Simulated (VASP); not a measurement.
Here is a VASP 6.6.1 calculation.

Contents of INCAR:

```
SYSTEM = Ni
  PREC = Accurate
  ENCUT = 520
  EDIFF = 1E-6
  ISMEAR = -1
  SIGMA = 0.05
  LREAL = .False.
  LASPH = .True.
  NELM = 150
  ALGO = Normal
  ISIF = 2
  LWAVE = .False.
  LCHARG = .False.
  ISPIN = 2
  MAGMOM = 2
  LORBIT = 11
  LMAXMIX = 4
  GGA = PS
  NBANDS = 15
```

Contents of KPOINTS:

```
regular mesh
0
Gamma
  12 12 12
  0 0 0
```

POSCAR

```
Ni
1.0
   -1.3837150000      1.3837150000      1.3837150000
    1.3837150000     -1.3837150000      1.3837150000
    1.3837150000      1.3837150000     -1.3837150000
Ni
1
Direct
    0.0000000000      0.0000000000      0.0000000000
```

Potentials or basis: VASP PAW PBE potentials, release 64 (Ni).

Run with:

```bash
$ cat potpaw_PBE.64/Ni/POTCAR > POTCAR
$ mpirun -np 1 vasp_std > vasp.out
```

Question: Predict the net moment.

Answer: 0.45 μB per cell.

Question: What does it give for the band gap on the k mesh?

Answer: None (metal or under the smearing width).
